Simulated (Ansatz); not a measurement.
Runs of Ansatz 0.2.0 on PbS (Galena). The structure is cubic, space group Fm-3m (No. 225). The conventional cell has a = 5.931 Å, b = 5.931 Å, c = 5.931 Å, α = 90.00°, β = 90.00°, γ = 90.00°. Pb (site symmetry m-3m) is surrounded by 6 S at 2.97 Å. S (site symmetry m-3m) has 6 Pb at 2.97 Å as nearest neighbours. 

```tsv
task	level	potentials or basis	spin	cell	k mesh	cutoff (eV)	smearing	other keys	mesh quality	gap on the mesh (eV)	pressure (GPa)
single point	HSE06	Ansatz PAW	SOC, no magnetisation	as given	5 × 5 × 5	420	fixed	-	not flagged	-	0.5
ladder of functionals	r2SCAN	Ansatz PAW	SOC, no magnetisation	as given	8 × 8 × 8	500	methfessel-paxton 0.1 eV	-	not flagged	0.11	0.9
atomic charges	r2SCAN-EpsX	Ansatz PAW	off	volume scaled by 1.04	5 × 5 × 5	500	methfessel-paxton 0.05 eV	scf.initial_density.chi_scale = 0.1	not flagged	-	(b)
relaxation of cell and atoms	PBEsol	Ansatz PAW	off	relaxed	8 × 8 × 8	420	fermi-dirac 0.1 eV	-	not flagged	-	0.0
single point	HSE06	Ansatz NC with PseudoDojo standard (PBE files)	off	volume scaled by 1.08	4 × 4 × 4	850	gaussian 0.02 eV	basis.ecutrho_ratio = 6	coarse	(c)	-2.4
electric field gradients	revPBE+D4	Ansatz PAW	SOC, no magnetisation	as given	8 × 8 × 8	420	fixed	-	not flagged	(a)	-0.3
atomic charges	r2SCAN50+D3(BJ)	Ansatz NC	off	as given	4 × 4 × 4	850	fixed	basis.ecutrho_ratio = 12; basis.xc_grid = 1; …	coarse	2.45	0.7
```

Question: Estimate the missing entries.

Answer: (a) 0.03; (b) -1.2; (c) 1.07.

Caveats: some runs use coarse meshes; the PAW data sets come from PBE, with cores solved anew for the run's functional, which leaves a small shift of forces and pressure (some runs); the thresholds are loose for stress (some runs); the potentials were made for another functional, which shifts forces and pressure (some runs); spin-orbit coupling is left out, which as a rule narrows the gap of such compounds by several tenths of an eV (some runs); the plane-wave basis is chosen anew once the cell has moved, so the energies of steps on either side of that aren't comparable (some runs); the dispersion damping was fitted for another functional or another form of the correction (some runs).

A k mesh can miss the band edges, and rows without SOC leave out spin-orbit coupling on Pb.
